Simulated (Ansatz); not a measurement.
# P: the cost of one run

Method: DFT PBE, scalar-relativistic, plane waves, PAW, in Ansatz 0.2.0.

The runs add the D3(BJ) dispersion term to the functional named.

## (1) The structure to begin with

Symmetry: R-3m, No. 166, trigonal system. The conventional cell has a = 3.426 Å, b = 3.426 Å, c = 8.711 Å, α = 90.00°, β = 90.00°, γ = 120.00°. P (site symmetry 3m) is surrounded by 6 P at 2.30 to 2.62 Å.

Coordinates:

```
CELL_PARAMETERS angstrom
1.71318 0.98910 2.90357
-1.71318 0.98910 2.90357
0.00000 -1.97820 2.90357
ATOMIC_POSITIONS crystal
P 0.23439 0.23439 0.23439
P 0.76561 0.76561 0.76561
```

An earlier run at PBE left this cell at 14.760 Å³/atom and -0.01 GPa (16×16×16 mesh).

## (2) Volume × 0.96

input.yaml

```yaml
crystal:
  lattice:
    - [1.6900215496, 0.9757343966, 2.8643251648]
    - [-1.6900215496, 0.9757343966, 2.8643251648]
    - [0.0, -1.9514687932, 2.8643251648]
  atoms:
    - { symbol: P, position: [0.2343904312, 0.2343904312, 0.2343904312] }
    - { symbol: P, position: [0.7656095688, 0.7656095688, 0.7656095688] }
basis:
  ecutwfc: 420
  ecutrho_ratio: 4
kpoints:
  mp_grid: { grid: [16, 16, 16] }
hamiltonian:
  xc: pbe
  dispersion: d3bj
scf:
  occupations: { method: gaussian, width: 0.05 }
output:
  forces: true
  stress: true
  eigenvalues: true
relax:
  f_tol: 0.01
  max_steps: 40
  cell: { stress_tol: 0.1, fix: [volume] }
```

Run with:

```bash
$ ansatz run input.yaml --threads 1 --pin off --max-ram 2560MiB --backend cpu --events-out ev --progress --plain --runs-dir out
```

Q: Estimate wall time and peak memory on 1 thread of Intel Xeon Platinum 8259CL at 2.50GHz (Skylake/Cascade Lake), shared host.

About 84 s, with a peak of 0.55 GiB.
